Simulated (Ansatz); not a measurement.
Crystal: EuO.

```
Eu O
1.0
     0.00000    2.57195    2.57195
     2.57195    0.00000    2.57195
     2.57195    2.57195    0.00000
Eu O
1 1
Cartesian
  0.0000 0.0000 0.0000
  2.5720 2.5720 2.5720
```

| Quantity | Value |
| --- | --- |
| Program | Ansatz 0.2.0 |
| Task | relaxation of cell and atoms |
| Functional | PBEsol |
| Potentials or basis | Ansatz PAW |
| Cutoff | 420 eV (not typed: the program's choice for these potentials) |
| k mesh | 9 × 9 × 9 |
| Occupations | fermi-dirac, width 0.05 eV |
| Spin | collinear spin, ferromagnetic start |
| Starting moments | [7.0, 0.0] μB |

At the start: volume 17.01 Å³/atom.

Problem. Where does the relaxation end?

Solution. It ends after 8 steps and the volume is 15.30 Å³/atom (-10.1 %); space group Fm-3m (No. 225, to 0.05 Å); moment 6.88 μB per cell.

Step by step:
```tsv
step	energy change (eV)	largest force (eV/Å)	volume (Å³)
1	0.0000	0.0000	34.03
2	-0.0944	0.0000	29.29
3	-0.1122	0.0000	30.95
4	-0.1138	0.0000	30.71
5	-0.1139	0.0000	30.69
6	-0.1075	0.0000	30.69
7	-0.1079	0.0000	30.59
8	-0.1075	0.0000	30.59
```

Final structure:
```
Eu O
1.0
     0.00000    2.48234    2.48234
     2.48234    0.00000    2.48234
     2.48234    2.48234    0.00000
Eu O
1 1
Direct
  0.00000 0.00000 0.00000
  0.50000 0.50000 0.50000
```

Caveat: the plane-wave basis is chosen anew once the cell has moved, so the energies of steps on either side of that aren't comparable; the pressure holds a Pulay correction of +0.5 GPa for the finite cutoff; the volume moved by -10 % from the deposited cell, more than functionals usually miss; a cell with one magnetic atom can't hold antiferromagnetic order, which such compounds often take; without U or exact exchange the open f shell lies at the Fermi level, which spoils levels, moments and volumes; the PAW data sets come from PBE, with cores solved anew for the run's functional, which leaves a small shift of forces and pressure.
